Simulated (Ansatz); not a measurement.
The system is SiO2.

```xyz
12
Lattice="-4.4720 4.4720 2.6118 4.4720 -4.4720 2.6118 4.4720 4.4720 -2.6118" Properties=species:S:1:pos:R:3 pbc="T T T"
Si    2.8899    2.8899    2.6118
Si    2.8899   -2.8899    2.6118
Si   -2.8899    2.8899    2.6118
Si    1.5821    1.5821    0.0000
O     7.0788    0.0000    0.0000
O     0.0000    1.8653    0.0000
O     0.0000    7.0788    0.0000
O     1.8653    0.0000    0.0000
O     2.2360    2.2360   -1.3059
O    -2.2360    2.2360    1.3059
O     2.2360   -2.2360    1.3059
O     2.2360    2.2360    1.3059
```

The cell comes from a database or a generator and needn't be the stable form of this composition.

Base run:

| Item | Value |
| --- | --- |
| Program | Ansatz 0.2.0 |
| Functional | HSE06 |
| Potentials or basis | Ansatz PAW |
| Cutoff | 420 eV |
| Density cutoff | 1680 eV |
| k mesh | 4 × 4 × 4 |
| Occupations | fixed |
| Spin | no spin polarisation |

Its results: band gap on the k mesh 7.15 eV, indirect (least direct gap 7.15 eV); largest force 0.021 eV/Å.

**Question.** The run is repeated on the same cell with these changes: functional from HSE06 to PBE0; level from hse06 to pbe0. What comes out?

**Answer.** Band gap on the k mesh 7.91 eV, indirect (least direct gap 7.92 eV); largest force 0.020 eV/Å.

Caveats: the PAW data sets come from PBE, with cores solved anew for the run's functional, which leaves a small shift of forces and pressure.

Not every run made on this cell is shown here.
